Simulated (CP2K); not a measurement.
Crystal: HgTe (Coloradoite).

```
CELL_PARAMETERS angstrom
4.54599 0.00000 0.00000
2.27299 3.93694 0.00000
2.27299 1.31231 3.71178
ATOMIC_POSITIONS crystal
Hg 0.00000 0.00000 0.00000
Te 0.75000 0.75000 0.75000
```

Base run:

| Property | Result |
| --- | --- |
| Program | CP2K 2026.2 |
| Functional | PBE |
| Potentials or basis | POTENTIAL_UZH Hg GTH-PBE-q12, Te GTH-PBE-q6; DZVP-MOLOPT-PBE-GTH basis |
| Density cutoff | 6123 eV |
| k mesh | 7 × 7 × 7 |
| Occupations | fermi-dirac, width 0.05 eV |
| Spin | no spin polarisation |

Its results: band gap on the k mesh none (metal or under the smearing width); pressure 5.4 GPa.

Question: The run is repeated on the same cell with these changes: potentials or basis from POTENTIAL_UZH Hg GTH-PBE-q12, Te GTH-PBE-q6; DZVP-MOLOPT-PBE-GTH basis to POTENTIAL_UZH Hg GTH-PBE-q12, Te GTH-PBE-q6; ccGRB-D basis; basis sets from Hg DZVP-MOLOPT-PBE-GTH-q12, Te DZVP-MOLOPT-PBE-GTH-q6 to Hg ccGRB-D-q12, Te ccGRB-D-q6. What comes out?

Answer: Band gap on the k mesh none (metal or under the smearing width); pressure 7.0 GPa.

Caveats: spin-orbit coupling is left out, which moves the levels of the heavy elements; the basis of atomic orbitals isn't converged, which shifts pressures, moduli and gaps.
